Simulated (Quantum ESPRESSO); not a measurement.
Here is a Quantum ESPRESSO 7.5 calculation.

pw.in

```
&CONTROL
  calculation = 'scf'
  prefix = 'pwscf'
  outdir = './tmp'
  pseudo_dir = './pseudo'
  tprnfor = .true.
  tstress = .true.
  disk_io = 'nowf'
/
&SYSTEM
  ibrav = 0
  nat = 1
  ntyp = 1
  ecutwfc = 70
  nbnd = 16
  occupations = 'smearing'
  smearing = 'fd'
  degauss = 0.00367493
/
&ELECTRONS
  conv_thr = 2d-10
  electron_maxstep = 120
  mixing_beta = 0.5
/
ATOMIC_SPECIES
Ag   107.8682 Ag_ONCV_PBE-1.2.upf
CELL_PARAMETERS angstrom
   0.0000000000    2.0427500000    2.0427500000
   2.0427500000    0.0000000000    2.0427500000
   2.0427500000    2.0427500000    0.0000000000
ATOMIC_POSITIONS crystal
Ag     0.0000000000    0.0000000000    0.0000000000
K_POINTS automatic
6 6 6 0 0 0
```

Potentials or basis: SG15 PBE 1.2.

Run with:

```console
$ OMP_NUM_THREADS=1 mpirun -n 2 pw.x -nk 2 -in pw.in > pw.out
```

**Question.** Predict the band gap on the k mesh.

**Answer.** None (metal or under the smearing width).

**Question.** Predict the pressure.

**Answer.** 5.4 GPa.

Caveat: the k mesh is coarse (spacing up to 0.44 Å⁻¹), so the values aren't converged.
